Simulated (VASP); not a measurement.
## TePb: single point with PBE

TePb:

```
Te Pb
1.0
     3.67718    0.00000    0.00000
     0.00000    3.67718    0.00000
     0.00000    0.00000    3.67718
Te Pb
1 1
Cartesian
  1.8386 1.8386 1.8386
  0.0000 0.0000 0.0000
```

Measurements of this composition are mostly on another form, of space group No. 225.

```
Program             : VASP 6.6.1
Task                : single point
Functional          : PBE
Potentials or basis : VASP PAW PBE potentials, release 64 (Te, Pb_d)
Cutoff              : 520 eV
k mesh              : 12 × 12 × 12
Occupations         : fermi-dirac, width 0.1 eV
Spin                : no spin polarisation
```

| Quantity | Value |
| --- | --- |
| Pressure | 17.5 GPa |
| Band gap on the k mesh | none (metal or under the smearing width) |

Levels at points of the mesh, in eV from the Fermi level:
| k point | band 8 | band 9 | band 10 | band 11 | band 12 | band 13 |
| --- | --- | --- | --- | --- | --- | --- |
| (0.00, 0.00, 0.00) | -2.19 | -2.19 | -2.19 | 3.64 | 3.64 | 7.17 |
| (0.50, 0.00, 0.00) | -0.11 | -0.11 | -0.08 | 0.69 | 2.59 | 2.59 |
| (0.50, 0.50, 0.00) | -5.97 | -5.97 | 0.35 | 4.43 | 4.51 | 4.51 |
| (0.50, 0.50, 0.50) | -3.35 | -3.35 | -3.35 | -1.86 | -1.86 | -1.86 |

It took 35 s on 1 thread of Intel(R) Xeon(R) Platinum 8488C (Sapphire Rapids), with other jobs on the host, peak memory 0.2 GiB.

Caveat: so large a pressure means that the cell lies far from this level's equilibrium, or that cutoff or potentials fall short. Spin-orbit coupling is left out, which matters for the levels of Pb, Te.
